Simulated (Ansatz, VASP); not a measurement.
# Tl in VASP and in Ansatz

INCAR

```
SYSTEM = Tl
ALGO = Normal
EDIFF = 1E-6
ENCUT = 520
GGA = RP
ISIF = 2
ISMEAR = -1
LASPH = .TRUE.
LCHARG = .FALSE.
LREAL = .FALSE.
LWAVE = .FALSE.
NBANDS = 12
NELM = 60
PREC = Accurate
SIGMA = 0.1
```

The input KPOINTS:

```
k-points
0
G
  12 12 12
  0 0 0
```

Contents of POSCAR:

```
Tl
1.0
   -2.0902151002      2.0902151002      2.0902151002
    2.0902151002     -2.0902151002      2.0902151002
    2.0902151002      2.0902151002     -2.0902151002
Tl
1
Direct
    0.0000000000      0.0000000000      0.0000000000
```

Input for Ansatz:

```yaml
crystal:
  lattice:
    - [-2.0902151002, 2.0902151002, 2.0902151002]
    - [2.0902151002, -2.0902151002, 2.0902151002]
    - [2.0902151002, 2.0902151002, -2.0902151002]
  atoms:
    - { symbol: Tl, position: [0.0, 0.0, 0.0] }
hamiltonian:
  xc: rpbe
  pseudopotentials:
    kind: paw
    azcp:
      Tl: "pseudopotentials/Tl.paw.azcp"
basis:
  ecutwfc: 420
  fft_grid_basis: typed
kpoints:
  mp_grid: { grid: [12, 12, 12], shift: [0, 0, 0] }
magnetization:
  spin_polarized: false
scf:
  occupations: { method: fermi_dirac, width: 0.1 }
  lower_state_search: "off"
output:
  stress: true
```

Alike in both runs: task single point; functional RPBE; k mesh 12 × 12 × 12; occupations fermi-dirac, width 0.1 eV; no spin polarisation.

```csv
,VASP,Ansatz
version,VASP 6.6.1,Ansatz 0.2.0
potentials or method,"VASP PAW PBE potentials, release 64 (Tl_d)","plane waves (420 eV) with PAW, scalar-relativistic"
plane-wave cutoff (eV),520,420
valence electrons in the cell,13,13
```

```csv
,VASP,Ansatz,Ansatz less VASP
pressure (GPa),-1.3,-1.2,+0.05
```

Caveats: the PAW data sets were made with another functional, which shifts forces and pressure a little (VASP). The runs have no spin-orbit coupling, so splittings on Tl are missing.
